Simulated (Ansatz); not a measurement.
Run this with the Python package of Ansatz (0.2.0) and show what comes out.

`mgo.py`:
```python
import ansatz as az
from ase import Atoms
import matplotlib.pyplot as plt
import numpy as np
from pymatgen.core import Structure
from scipy.ndimage import map_coordinates

atoms = Atoms(
    ["Mg", "Mg", "O", "O"],
    scaled_positions=[
        [2 / 3, 1 / 3, 0.75],
        [1 / 3, 2 / 3, 0.25],
        [2 / 3, 1 / 3, 0.25],
        [1 / 3, 2 / 3, 0.75],
    ],
    cell=[
        [3.486378, 0.0, 0.0],
        [-1.743189, 3.019292, 0.0],
        [0.0, 0.0, 4.178041],
    ],
    pbc=True,
)
mgo = az.Crystal.from_ase(atoms)

path = [
    ("G", (0.0, 0.0, 0.0)),
    ("M", (0.5, 0.0, 0.0)),
    ("K", (0.33333, 0.33333, 0.0)),
    ("G", (0.0, 0.0, 0.0)),
    ("A", (0.0, 0.0, 0.5)),
    ("L", (0.5, 0.0, 0.5)),
    ("H", (0.33333, 0.33333, 0.5)),
    ("A", (0.0, 0.0, 0.5)),
]
model = (
    mgo.calculation()
    .occupations("fermi_dirac", width=0.01)
    .functional("r2SCAN")
    .kpoints(5, 5, 4)
    .basis(650)
    .scf(max_iterations=95)
    .band_structure([point for _, point in path], intervals=6)
    .scf(extra_bands=8)
    .density()
)
session = model.session()
planned = session.plan(threads=1)
res = planned.execute()
report = res.report

for key in ("converged", "n_iterations", "n_electrons", "n_kpoints", "n_pw", "n_symmetry_ops", "free_energy_ev", "fermi_energy_ev"):
    print(f"{key:18s} {report[key]}")

final = Structure(res.lattice.cell_ang, [s.symbol for s in res.lattice.sites], [s.position_frac for s in res.lattice.sites])
rho = res.density()
total = sum(channel.density_e_per_ang3 for channel in rho.channels[:2])
grid_cell = np.asarray(rho.fft_grid_basis) @ res.lattice.cell_ang
partner = min(final.get_neighbors(final[0], 5.0), key=lambda n: n.nn_distance)
line = np.linspace(final[0].coords, partner.coords, 9)
points = (line @ np.linalg.inv(grid_cell)) * rho.dims
values = map_coordinates(total, points.T, order=3, mode="grid-wrap")
print(f"from {final[0].specie} to {partner.specie}, {partner.nn_distance:.3f} A")
for t, value in zip(np.linspace(0, partner.nn_distance, 9), values):
    print(f"{t:7.3f} A  {value:9.4f} e/A^3")

bands = res.band_structure()
fermi = bands.fermi_energy_ev
print(f"zero of the bands: {fermi:.3f} eV, the Fermi level found on the SCF mesh")
reciprocal = 2 * np.pi * np.linalg.inv(res.lattice.cell_ang).T
steps = np.linalg.norm(np.diff(bands.kpoints_frac @ reciprocal, axis=0), axis=1)
distance = np.concatenate([[0], np.cumsum(steps)])
fig, ax = plt.subplots(figsize=(5, 4))
for channel, colour in zip(bands.channels, ("C0", "C3")):
    ax.plot(distance, channel.eigenvalues_ev - fermi, colour, lw=1)
ax.set_xticks(distance[::6], [label for label, _ in path])
ax.set(ylim=(-8, 8), ylabel="E - E_F (eV)", xlim=(0, distance[-1]))
ax.grid(axis="x")
fig.savefig("bands.png", dpi=100)
first = bands.channels[0].eigenvalues_ev - fermi
near = np.argsort(np.abs(first.mean(axis=0)))[:4]
for band in sorted(near):
    print(f"band {band + 1}: {first[:, band].min():.3f} to {first[:, band].max():.3f} eV")
```

Running `python mgo.py` prints:
```text
converged          True
n_iterations       7
n_electrons        32.0
n_kpoints          15
n_pw               1667
n_symmetry_ops     24
free_energy_ev     -4996.431667801337
fermi_energy_ev    7.841549064764009
from Mg to O, 2.013 A
  0.000 A    31.5104 e/A^3
  0.252 A    19.8149 e/A^3
  0.503 A     4.3097 e/A^3
  0.755 A     0.4188 e/A^3
  1.006 A     0.4086 e/A^3
  1.258 A     1.0283 e/A^3
  1.510 A     3.0924 e/A^3
  1.761 A     6.3389 e/A^3
  2.013 A     7.5447 e/A^3
zero of the bands: 7.842 eV, the Fermi level found on the SCF mesh
band 13: -4.530 to -3.363 eV
band 14: -4.530 to -2.880 eV
band 15: -3.870 to -2.444 eV
band 16: -3.363 to -2.049 eV
```

Caveats:
- Total energies depend on the potentials; only differences at equal settings carry meaning. A total without «per atom» is that of the cell as typed.
- Only differences from the Fermi energy are physical; the zero of the scale is a convention.
- In a crystal with a gap the Fermi level's place inside it depends on smearing and mesh.
- The fields are valence quantities on the plane-wave grid; their values near the nuclei depend on the potentials.
- This cell is a computed structure, which may not be the phase found in nature.
- Levels are Kohn-Sham eigenvalues on this mesh.
- Finished in 8.4 s on 1 thread of AMD EPYC 7R43 64-Core Processor (Zen 3), with other jobs on the host, peak memory 0.53 GiB.

(Lines on the test bed's own set-up are left out of the output.)
